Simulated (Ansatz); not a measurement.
Start from LaAlO3 (space group R-3c, No. 167; a = 5.353 Å, c = 13.048 Å (hexagonal axes)).

All numbers come from PBEsol (Ansatz, a first-principles code; PAW; 420 eV plane waves; no spin-orbit coupling).

Before the change:

| Item | Result |
|---|---|
| Lattice parameter a | 5.353 Å |

The change: cell and atoms relaxed at a pressure of 4.2 GPa.

Q: Predict the new lattice parameter a.

A: The lattice parameter a drops by 0.0376 Å (5.353 Å → 5.316 Å).

Q: How does this affect the mean gap deformation potential ΔEg/Δln V?

A: The mean gap deformation potential ΔEg/Δln V comes out as +1.7 eV.

Load acts through the strain it causes; cell and atoms are relaxed under it. Whether these cells are dynamically stable was not tested.
